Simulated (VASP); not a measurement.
# Ba (Im-3m) in VASP: further runs

The runs below take Ba through relaxation of cell and atoms, single point, with PBEsol.

Everything below comes from runs of VASP 6.6.1. Logs are shortened: lines on timing, memory, paths and dates and some standing lists are left out, and cuts for length are marked.

### 1 Starting point

It takes space group Im-3m (No. 229, cubic). Conventional cell: a = 5.025 Å, b = 5.025 Å, c = 5.025 Å, α = 90.00°, β = 90.00°, γ = 90.00°. Ba (site symmetry m-3m) has 8 Ba at 4.35 Å as nearest neighbours.

### 2 Relaxation of cell and atoms, PBEsol

File INCAR:

```
PREC = Accurate ; ENCUT = 600
EDIFF = 1E-7 ; ISMEAR = 0
SIGMA = 0.1 ; LREAL = F
LASPH = T ; NELM = 60
ALGO = Normal ; ISIF = 3
LWAVE = F ; LCHARG = F
GGA = PS ; IBRION = 2
NSW = 90 ; EDIFFG = -0.005
```

File KPOINTS:

```
Automatic mesh
0
Gamma
  4 4 4
```

File POSCAR:

```
Ba
1.0
   -2.5125000000      2.5125000000      2.5125000000
    2.5125000000     -2.5125000000      2.5125000000
    2.5125000000      2.5125000000     -2.5125000000
Ba
1
Direct
    0.0000000000      0.0000000000      0.0000000000
```

Potentials or basis: VASP PAW PBE potentials, release 64 (Ba_sv).

On the command line:

```bash
> cat potpaw_PBE.64/Ba_sv/POTCAR > POTCAR
> mpirun -np 1 vasp_std > vasp.out
```

OUTCAR:

```text
PREC = Accurate
   ENCUT = 600
   EDIFF = 1E-7
   ISMEAR = 0
   LREAL = F
   LASPH = T
   NELM = 60
   ISIF = 3
   GGA = PS
   IBRION = 2
   NSW = 90
   EDIFFG = -0.005

 ion  position               nearest neighbor table
   1  0.000  0.000  0.000-

  LATTYP: Found a body centered cubic cell.
 ALAT       =     5.0250000000

  Lattice vectors:

 A1 = (  -2.5125000000,   2.5125000000,   2.5125000000)
 A2 = (   2.5125000000,  -2.5125000000,   2.5125000000)
 A3 = (   2.5125000000,   2.5125000000,  -2.5125000000)

Analysis of symmetry for initial positions (statically):
=====================================================================
 Subroutine PRICEL returns:
 Original cell was already a primitive cell.

 Routine SETGRP: Setting up the symmetry group for a
 body centered cubic supercell.

 Subroutine GETGRP returns: Found 48 space group operations
 (whereof 48 operations were pure point group operations)
 out of a pool of 48 trial point group operations.

The static configuration has the point symmetry O_h .

Analysis of symmetry for dynamics (positions and initial velocities):
=====================================================================
 Subroutine PRICEL returns:
 Original cell was already a primitive cell.

 Routine SETGRP: Setting up the symmetry group for a
 body centered cubic supercell.

 Subroutine GETGRP returns: Found 48 space group operations
 (whereof 48 operations were pure point group operations)
 out of a pool of 48 trial point group operations.

The dynamic configuration has the point symmetry O_h .

 Subroutine INISYM returns: Found 48 space group operations
 (whereof 48 operations are pure point group operations),
 and found     1 'primitive' translations

----------------------------------------------------------------------------------------

                                     Primitive cell

  volume of cell :      63.4422

  direct lattice vectors                    reciprocal lattice vectors
    -2.512500000  2.512500000  2.512500000     0.000000000  0.199004975  0.199004975
     2.512500000 -2.512500000  2.512500000     0.199004975  0.000000000  0.199004975
     2.512500000  2.512500000 -2.512500000     0.199004975  0.199004975  0.000000000

  length of vectors
     4.351777654  4.351777654  4.351777654     0.281435535  0.281435535  0.281435535

  position of ions in fractional coordinates (direct lattice)
     0.000000000  0.000000000  0.000000000

  ion indices of the primitive-cell ions
   primitive index   ion index
                 1           1

----------------------------------------------------------------------------------------

 KPOINTS: Automatic mesh

Automatic generation of k-mesh.
 Grid dimensions read from file:
 generate k-points for:    4    4    4

 Generating k-lattice:

  Cartesian coordinates                     Fractional coordinates (reciprocal lattice)
     0.000000000  0.049751244  0.049751244     0.250000000  0.000000000  0.000000000
     0.049751244  0.000000000  0.049751244     0.000000000  0.250000000  0.000000000
     0.049751244  0.049751244  0.000000000     0.000000000  0.000000000  0.250000000

  Length of vectors
     0.070358884  0.070358884  0.070358884

  Shift w.r.t. Gamma in fractional coordinates (k-lattice)
     0.000000000  0.000000000  0.000000000

 Subroutine IBZKPT returns following result:
 ===========================================

 Found      8 irreducible k-points:

 Following reciprocal coordinates:
            Coordinates               Weight
  0.000000  0.000000  0.000000      1.000000
  0.250000  0.000000  0.000000     12.000000
  0.500000  0.000000  0.000000      6.000000
  0.250000  0.250000  0.000000     24.000000
  0.250000  0.250000  0.250000      2.000000
 -0.250000  0.250000  0.250000      6.000000
  0.500000  0.500000  0.250000     12.000000
  0.500000  0.500000  0.500000      1.000000
   k-points           NKPTS =      8   k-points in BZ     NKDIM =      8   number of bands    NBANDS=      9
   number of dos      NEDOS =    301   number of ions     NIONS =      1
   total plane-waves  NPLWV =  46656
   dimension x,y,z NGX =    36 NGY =   36 NGZ =   36
   dimension x,y,z NGXF=    72 NGYF=   72 NGZF=   72
   ions per type =               1
   NGX,Y,Z   is equivalent  to a cutoff of  13.75, 13.75, 13.75 a.u.
   NGXF,Y,Z  is equivalent  to a cutoff of  27.51, 27.51, 27.51 a.u.
 SYSTEM =  unknown system
   PREC   = accura    normal or accurate (medium, high low for compatibility)
   ISTART =      0    job   : 0-new  1-cont  2-samecut
   ICHARG =      2    charge: 1-file 2-atom 10-const
   ISPIN  =      1    spin polarized calculation?
   LNONCOLLINEAR =      F non collinear calculations
   LSORBIT =      F    spin-orbit coupling
   LASPH  =      T    aspherical Exc in radial PAW
   ENCUT  =  600.0 eV  44.10 Ry    6.64 a.u.   8.69  8.69  8.69*2*pi/ulx,y,z
   NELM   =     60;   NELMIN=  2; NELMDL= -5     # of ELM steps
   EDIFF  = 0.1E-06   stopping-criterion for ELM
   LREAL  =      F    real-space projection
   EDIFFG = -.5E-02   stopping-criterion for IOM
   NSW    =     90    number of steps for IOM
   IBRION =      2    ionic relax: 0-MD 1-quasi-New 2-CG
   NFREE  =      1    steps in history (QN), initial steepest desc. (CG)
   ISIF   =      3    stress and relaxation
   ISYM   =      2    0-nonsym 1-usesym 2-fastsym
   POTIM  = 0.5000    time-step for ionic-motion
   TEBEG  =    0.0;   TEEND  =   0.0 temperature during run
   PSTRESS=    0.0 pullay stress
   NELECT =      10.0000    total number of electrons
   NUPDOWN=      -1.0000    fix difference up-down
   EMIN   =  10.00;   EMAX   =-10.00  energy-range for DOS
   EFERMI =   0.00;   METHOD = LEGACY
   ISMEAR =     0;   SIGMA  =   0.10  broadening in eV -4-tet -1-fermi 0-gaus
   EFERMI_NEDOS =   21; number of points for ismear=-14 and -15
   IALGO  =     38    algorithm
   IMIX   =      4    mixing-type and parameters
     AMIX     =   0.40;   BMIX     =  1.00
     AMIX_MAG =   1.60;   BMIX_MAG =  1.00
  volume/ion in A,a.u.               =      63.44       428.13
  Fermi-wavevector in a.u.,A,eV,Ry     =   0.884332  1.671146 10.640347  0.782043
  Thomas-Fermi vector in A             =   2.005218
   LORBIT       =      0    0 simple, 1 ext, 2 COOP (PROOUT), +10 PAW based schemes
   GGA     = PS    functional components
   LHFCALC =     F    Hartree Fock is set to
   AEXX    =    0.0000 exact exchange contribution
   IVDW    =     0    specifies the selected vdW correction
   LEPSILON=     F    determine dielectric tensor
   LRPA    =     F    only Hartree local field effects (RPA)
 conjugate gradient relaxation of ions
 non-spin polarized calculation
 Gauss-broadening in eV      SIGMA  =   0.10
  energy-cutoff  :      600.00
  volume of cell :       63.44
 maximum number of plane-waves:      2130
 NGX is ok and might be reduce to    36
   NGX = 17   NGY = 17   NGZ = 17

--------------------------------------- Ionic step        1  -------------------------------------------

 number of electron      10.0000001 magnetization

 Free energy of the ion-electron system (eV)
  ---------------------------------------------------
  ext. energy  EPLUGINS =         0.00000000
  ---------------------------------------------------
  free energy    TOTEN  =        -2.13938238 eV

  energy without entropy =       -2.13531584  energy(sigma->0) =       -2.13734911

------------------------ aborting loop because EDIFF is reached ----------------------------------------

  FORCE on cell =-STRESS in cart. coord.  units (eV):
  Direction    XX          YY          ZZ          XY          YZ          ZX
  --------------------------------------------------------------------------------------
  -------------------------------------------------------------------------------------
  Total       -0.1824579     -0.1824579     -0.1824579      0.0000000      0.0000000      0.0000000
  in kB       -4.6078159     -4.6078159     -4.6078159      0.0000000      0.0000000      0.0000000
  external PRESSURE =      -4.6078159 kB  Pullay stress =       0.0000000 kB

 VOLUME and BASIS-vectors are now :
 -----------------------------------------------------------------------------
  energy-cutoff  :      600.00
  volume of cell :       63.44
      direct lattice vectors                 reciprocal lattice vectors
    -2.512500000  2.512500000  2.512500000     0.000000000  0.199004975  0.199004975
     2.512500000 -2.512500000  2.512500000     0.199004975  0.000000000  0.199004975
     2.512500000  2.512500000 -2.512500000     0.199004975  0.199004975  0.000000000
[... 71 lines left out ...]
 POSITION                                       TOTAL-FORCE (eV/Angst)
 -----------------------------------------------------------------------------------
      0.00000      0.00000     -0.00000         0.000000      0.000000      0.000000
 -----------------------------------------------------------------------------------
    total drift:                                0.000000      0.000000      0.000000

  FREE ENERGIE OF THE ION-ELECTRON SYSTEM (eV)
  ---------------------------------------------------
  free  energy   TOTEN  =        -2.1439914620 eV

  energy  without entropy=       -2.1399260578  energy(sigma->0) =       -2.14195876

--------------------------------------- Ionic step        4  -------------------------------------------

 number of electron       9.9999999 magnetization

 Free energy of the ion-electron system (eV)
  ---------------------------------------------------
  ext. energy  EPLUGINS =         0.00000000
  ---------------------------------------------------
  free energy    TOTEN  =        -2.14403683 eV

  energy without entropy =       -2.13997140  energy(sigma->0) =       -2.14200411

 E-fermi :   1.7748     XC(G=0):  -7.6553

 val. band max:        1.4318022322   @ k =   0.5000   0.5000   0.2500
 cond. band min:       1.8725839773   @ k =   0.5000   0.5000   0.2500
 fundamental gap:      0.4407817451
 Fermi energy:         1.7747918025

 k-point     1 :       0.0000    0.0000    0.0000
  band No.  band energies     occupation
      1     -27.1035      2.00000
      2     -12.0064      2.00000
      3     -12.0064      2.00000
      4     -12.0064      2.00000
      5      -1.1110      2.00000
      6       3.5381      0.00000
      7       3.5381      0.00000
      8       3.5381      0.00000
      9       5.0417      0.00000

 k-point     2 :       0.2500    0.0000    0.0000
  band No.  band energies     occupation
      1     -27.0771      2.00000
      2     -12.2865      2.00000
      3     -12.0936      2.00000
      4     -12.0085      2.00000
      5      -0.0558      2.00000
      6       2.8420      0.00000
      7       2.8649      0.00000
      8       4.7601      0.00000
      9       4.7769      0.00000
[... 92 lines left out ...]
 POSITION                                       TOTAL-FORCE (eV/Angst)
 -----------------------------------------------------------------------------------
      0.00000      0.00000     -0.00000         0.000000      0.000000      0.000000
 -----------------------------------------------------------------------------------
    total drift:                               -0.000000      0.000000      0.000000

  FREE ENERGIE OF THE ION-ELECTRON SYSTEM (eV)
  ---------------------------------------------------
  free  energy   TOTEN  =        -2.1440368272 eV

  energy  without entropy=       -2.1399714009  energy(sigma->0) =       -2.14200411

 reached required accuracy - stopping structural energy minimisation
```

It took 15 s on 1 thread of AMD EPYC 9R45 (Zen 5), shared host; peak memory 0.17 GiB.

What came out:

```
Free energy                            : -2.1440 eV
Relaxed volume                         : 60.25 Å³/atom
Relaxed cell                           : a = 4.278 Å, b = 4.278 Å, c = 4.278 Å, α = 109.47°, β = 109.47°, γ = 109.47°
Space group after relaxing (to 0.05 Å) : Im-3m (No. 229)
Energy gained by relaxing              : 4.7 meV/atom
Ionic steps                            : 4
Pressure after relaxing                : 0.0 GPa
Band gap on the k mesh                 : none (metal or under the smearing width)
```

The path:
```
step  energy change (eV)  largest force (eV/Å)  pressure (GPa)  volume (Å³)
   1              0.0000                0.0000           -0.46        63.44
   2             -0.0036                0.0000           -0.23        61.78
   3             -0.0046                0.0000            0.04        59.99
   4             -0.0047                0.0000            0.01        60.25
```

Final structure:
```
CELL_PARAMETERS angstrom
-2.46970 2.46970 2.46970
2.46970 -2.46970 2.46970
2.46970 2.46970 -2.46970
ATOMIC_POSITIONS crystal
Ba 0.00000 0.00000 0.00000
```

Levels at points of the mesh, in eV from the Fermi level:
| k point | band 2 | band 3 | band 4 | band 5 | band 6 | band 7 | band 8 | band 9 |
| --- | --- | --- | --- | --- | --- | --- | --- | --- |
| (0.00, 0.00, 0.00) | -13.78 | -13.78 | -13.78 | -2.89 | 1.76 | 1.76 | 1.76 | 3.27 |
| (0.50, 0.00, 0.00) | -14.32 | -13.95 | -13.79 | -1.03 | 0.57 | 1.30 | 3.23 | 3.85 |
| (0.50, 0.50, 0.50) | -14.15 | -14.15 | -14.15 | -0.69 | -0.69 | 4.46 | 4.46 | 4.46 |

Caveat: the k mesh is coarse (spacing up to 0.44 Å⁻¹), so the values aren't converged; the PAW data sets were made with another functional, which shifts forces and pressure a little. Spin-orbit coupling is left out, which matters for the levels of Ba.

### 3 Single point, PBEsol

File INCAR:

```
  ALGO = Normal
  EDIFF = 1E-6
  ENCUT = 520
  GGA = PS
  ISIF = 2
  ISMEAR = 0
  LASPH = True
  LCHARG = True
  LELF = True
  LREAL = False
  LVHAR = True
  LWAVE = False
  NELM = 60
  PREC = Accurate
  SIGMA = 0.1
```

File KPOINTS:

```
k-points
0
Gamma
  12 12 12
```

POSCAR is that of step 2.

Potentials or basis: VASP PAW PBE potentials, release 64 (Ba_sv).

On the command line:

```bash
> cat potpaw_PBE.64/Ba_sv/POTCAR > POTCAR
> mpirun -np 1 vasp_std > vasp.out
```

OUTCAR:

```text
EDIFF = 1E-6
   ENCUT = 520
   GGA = PS
   ISIF = 2
   ISMEAR = 0
   LASPH = True
   LREAL = False
   NELM = 60
   PREC = Accurate

 ion  position               nearest neighbor table
   1  0.000  0.000  0.000-

  LATTYP: Found a body centered cubic cell.
 ALAT       =     5.0250000000

  Lattice vectors:

 A1 = (  -2.5125000000,   2.5125000000,   2.5125000000)
 A2 = (   2.5125000000,  -2.5125000000,   2.5125000000)
 A3 = (   2.5125000000,   2.5125000000,  -2.5125000000)

Analysis of symmetry for initial positions (statically):
=====================================================================
 Subroutine PRICEL returns:
 Original cell was already a primitive cell.

 Routine SETGRP: Setting up the symmetry group for a
 body centered cubic supercell.

 Subroutine GETGRP returns: Found 48 space group operations
 (whereof 48 operations were pure point group operations)
 out of a pool of 48 trial point group operations.

The static configuration has the point symmetry O_h .

Analysis of symmetry for dynamics (positions and initial velocities):
=====================================================================
 Subroutine PRICEL returns:
 Original cell was already a primitive cell.

 Routine SETGRP: Setting up the symmetry group for a
 body centered cubic supercell.

 Subroutine GETGRP returns: Found 48 space group operations
 (whereof 48 operations were pure point group operations)
 out of a pool of 48 trial point group operations.

The dynamic configuration has the point symmetry O_h .

 Subroutine INISYM returns: Found 48 space group operations
 (whereof 48 operations are pure point group operations),
 and found     1 'primitive' translations

----------------------------------------------------------------------------------------

[... 111 lines left out ...]
  volume/ion in A,a.u.               =      63.44       428.13
  Fermi-wavevector in a.u.,A,eV,Ry     =   0.884332  1.671146 10.640347  0.782043
  Thomas-Fermi vector in A             =   2.005218
   LORBIT       =      0    0 simple, 1 ext, 2 COOP (PROOUT), +10 PAW based schemes
   GGA     = PS    functional components
   LHFCALC =     F    Hartree Fock is set to
   AEXX    =    0.0000 exact exchange contribution
   IVDW    =     0    specifies the selected vdW correction
   LEPSILON=     F    determine dielectric tensor
   LRPA    =     F    only Hartree local field effects (RPA)
 non-spin polarized calculation
 Gauss-broadening in eV      SIGMA  =   0.10
  energy-cutoff  :      520.00
  volume of cell :       63.44
 maximum number of plane-waves:      1732
   NGX = 17   NGY = 17   NGZ = 17

 number of electron      10.0000000 magnetization

 Free energy of the ion-electron system (eV)
  ---------------------------------------------------
  ext. energy  EPLUGINS =         0.00000000
  ---------------------------------------------------
  free energy    TOTEN  =        -2.14124262 eV

  energy without entropy =       -2.13492581  energy(sigma->0) =       -2.13808421

 E-fermi :   1.5091     XC(G=0):  -7.4836

 val. band max:        1.5028551261   @ k =  -0.4167   0.5000   0.2500
 cond. band min:       1.5456865907   @ k =  -0.4167  -0.4167   0.1667
 fundamental gap:      0.0428314646
 Fermi energy:         1.5090619562

 k-point     1 :       0.0000    0.0000    0.0000
  band No.  band energies     occupation
      1     -27.3576      2.00000
      2     -12.2923      2.00000
      3     -12.2923      2.00000
      4     -12.2923      2.00000
      5      -1.2515      2.00000
      6       3.3170      0.00000
      7       3.3170      0.00000
      8       3.3170      0.00000
      9       4.7419      0.00000
[... 265 lines left out ...]
 k-point    24 :       0.4167    0.0833    0.0833
  band No.  band energies     occupation
      1     -27.3146      2.00000
      2     -12.7172      2.00000
      3     -12.4597      2.00000
      4     -12.3253      2.00000
      5       0.8840      2.00000
      6       2.1023      0.00000
      7       2.5854      0.00000
      8       4.8186      0.00000
      9       5.3045      0.00000

 [... further k-points ...]

------------------------ aborting loop because EDIFF is reached ----------------------------------------

  FORCE on cell =-STRESS in cart. coord.  units (eV):
  Direction    XX          YY          ZZ          XY          YZ          ZX
  --------------------------------------------------------------------------------------
  -------------------------------------------------------------------------------------
  Total       -0.2593334     -0.2593334     -0.2593334     -0.0000000     -0.0000000      0.0000000
  in kB       -6.5492379     -6.5492379     -6.5492379     -0.0000000     -0.0000000      0.0000000
  external PRESSURE =      -6.5492379 kB  Pullay stress =       0.0000000 kB

 VOLUME and BASIS-vectors are now :
 -----------------------------------------------------------------------------
  energy-cutoff  :      520.00
  volume of cell :       63.44
      direct lattice vectors                 reciprocal lattice vectors
    -2.512500000  2.512500000  2.512500000     0.000000000  0.199004975  0.199004975
     2.512500000 -2.512500000  2.512500000     0.199004975  0.000000000  0.199004975
     2.512500000  2.512500000 -2.512500000     0.199004975  0.199004975  0.000000000

 POSITION                                       TOTAL-FORCE (eV/Angst)
 -----------------------------------------------------------------------------------
      0.00000      0.00000      0.00000         0.000000      0.000000      0.000000
 -----------------------------------------------------------------------------------
    total drift:                                0.000000      0.000000     -0.000000

  FREE ENERGIE OF THE ION-ELECTRON SYSTEM (eV)
  ---------------------------------------------------
  free  energy   TOTEN  =        -2.1412426167 eV

  energy  without entropy=       -2.1349258059  energy(sigma->0) =       -2.13808421
```

Wall time 15 s (1 thread of AMD EPYC 9R45 (Zen 5), shared host); peak memory 0.16 GiB.

What came out:

* Free energy: -2.1412 eV
* Pressure: -0.7 GPa
* Band gap on the k mesh: none (metal or under the smearing width)

Levels at points of the mesh, in eV from the Fermi level:
| k point | band 2 | band 3 | band 4 | band 5 | band 6 | band 7 | band 8 | band 9 |
| --- | --- | --- | --- | --- | --- | --- | --- | --- |
| (0.00, 0.00, 0.00) | -13.80 | -13.80 | -13.80 | -2.76 | 1.81 | 1.81 | 1.81 | 3.23 |
| (0.50, 0.00, 0.00) | -14.26 | -13.95 | -13.80 | -0.90 | 0.68 | 1.24 | 3.18 | 3.77 |
| (0.50, 0.50, 0.50) | -14.12 | -14.12 | -14.12 | -0.52 | -0.52 | 4.31 | 4.31 | 4.31 |

Caveat: the PAW data sets were made with another functional, which shifts forces and pressure a little. Spin-orbit coupling is left out, which matters for the levels of Ba.
